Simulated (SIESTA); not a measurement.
CdSe: band structure with SOGGA

The system is CdSe.

```xyz
2
Lattice="0.0000 3.0703 3.0703 3.0703 0.0000 3.0703 3.0703 3.0703 0.0000" Properties=species:S:1:pos:R:3 pbc="T T T"
Cd    0.0000    0.0000    0.0000
Se    1.5351    1.5351    1.5351
```

Measurements of this composition are mostly on another form, of space group No. 186.

```yaml
Program: SIESTA 5.4.2
Task: band structure
Functional: SOGGA
Potentials_or_basis: PseudoDojo 0.4 standard (PBEsol files)
Basis: DZP (energy shift 0.002 Ry)
Grid_cutoff: 800 Ry
Energy_shift: 0.002 Ry
k_mesh: 8 × 8 × 8
Occupations: fermi-dirac, width 0.05 eV
Spin: no spin polarisation
```

* Pressure: -1.1 GPa
* Band gap on the k mesh: 0.71 eV, direct
* Band gap along the path: 0.71 eV, direct

Levels at the corners of the path, in eV from the valence-band top:
```
point  band 16  band 17  band 18  band 19  band 20  band 21
    Γ     0.00     0.00     0.00     0.71     6.53     6.53
    X    -3.99    -1.79    -1.79     3.38     4.11     9.30
    W    -3.88    -2.18    -2.11     5.23     5.36     6.89
    K    -3.92    -2.44    -1.46     4.02     5.32     8.50
    Γ     0.00     0.00     0.00     0.71     6.53     6.53
    L    -4.30    -0.72    -0.72     2.63     7.04     7.04
    U    -3.92    -2.44    -1.46     4.02     5.32     8.50
    W    -3.88    -2.18    -2.11     5.23     5.36     6.89
    L    -4.30    -0.72    -0.72     2.63     7.04     7.04
    K    -3.92    -2.44    -1.46     4.02     5.32     8.50
    U    -3.92    -2.44    -1.46     4.02     5.32     8.50
    X    -3.99    -1.79    -1.79     3.38     4.11     9.30
```

It took 31 s on 1 thread of Arm Neoverse V1, with other jobs on the host, peak memory 0.26 GiB.

Caveat: semicore shells carry a single zeta, which can move pressures by several GPa and volumes by a few percent; the potentials were made for another functional, which shifts forces and pressure; the basis of atomic orbitals isn't converged, which shifts pressures, moduli and gaps.
